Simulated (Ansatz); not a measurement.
The system is ZrN.

```
Zr N
1.0
     0.00000    2.30000    2.30000
     2.30000    0.00000    2.30000
     2.30000    2.30000    0.00000
Zr N
1 1
Cartesian
  2.3000 2.3000 2.3000
  0.0000 0.0000 0.0000
```

| Quantity | Value |
| --- | --- |
| Program | Ansatz 0.2.0 |
| Task | relaxation of cell and atoms |
| Functional | BLYP |
| Potentials or basis | all-electron LAPW, scalar-relativistic |
| Basis error allowed | 0.001 eV/atom |
| k mesh | 10 × 10 × 10 |
| Occupations | fermi-dirac, width 0.05 eV |
| Spin | no spin polarisation |

At the start: volume 12.17 Å³/atom.

Task: How do energy, volume and symmetry change on relaxing?

Result: Over 5 steps the energy falls by 8.7 meV/atom and the volume is 12.55 Å³/atom (+3.1 %); space group Fm-3m (No. 225, to 0.05 Å).

The path:
```tsv
step	energy change (eV)	largest force (eV/Å)	volume (Å³)
1	0.0000	0.0000	24.33
2	-0.0112	0.0000	25.57
3	-0.0174	0.0000	25.12
4	-0.0174	0.0000	25.09
5	-0.0174	0.0000	25.09
```

Final structure:
```cif
data_structure
_symmetry_space_group_name_H-M 'P 1'
_symmetry_Int_Tables_number 1
_cell_length_a 3.2861
_cell_length_b 3.2861
_cell_length_c 3.2861
_cell_angle_alpha 60.000
_cell_angle_beta 60.000
_cell_angle_gamma 60.000
_cell_volume 25.09
loop_
_atom_site_label
_atom_site_type_symbol
_atom_site_fract_x
_atom_site_fract_y
_atom_site_fract_z
_atom_site_occupancy
Zr1 Zr 0.50000 0.50000 0.50000 1
N1 N 0.00000 0.00000 0.00000 1
```
